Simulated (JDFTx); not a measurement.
MgS (Niningerite): equation of state with PBEsol

Crystal: MgS (Niningerite).

```
CELL_PARAMETERS angstrom
0.00000 2.60165 2.60165
2.60165 0.00000 2.60165
2.60165 2.60165 0.00000
ATOMIC_POSITIONS crystal
S 0.50000 0.50000 0.50000
Mg 0.00000 0.00000 0.00000
```

| Item | Value |
| --- | --- |
| Program | JDFTx 1.7.0 (patched build) |
| Task | equation of state |
| Functional | PBEsol |
| Potentials or basis | PseudoDojo-SR-PBEsol-0.4.1-standard with smoothed tails |
| Cutoff | 1143 eV |
| Density cutoff | 9143 eV |
| k mesh | 9 × 9 × 9 |
| Occupations | fermi-dirac, width 0.05 eV |
| Spin | no spin polarisation |
| Local potential set to -Z/r beyond | 6 bohr |
| Bands | 14 |
| Density cutoff over wavefunction cutoff | 8 |
| Max SCF steps | 100 |
| SCF threshold on the energy | 1e-09 Ha |
| Solver of the electrons | scf |

- Equilibrium volume: 17.41 Å³/atom
- Bulk modulus: 78 GPa
- Pressure derivative of the bulk modulus: 4.1

Energy against volume, from the lowest point:
| volume (Å³/atom) | energy (meV/atom) |
| --- | --- |
| 16.553 | 10.83 |
| 16.905 | 3.40 |
| 17.257 | 0.00 |
| 17.609 | 0.23 |
| 17.962 | 3.74 |
| 18.314 | 10.21 |
| 18.666 | 19.34 |
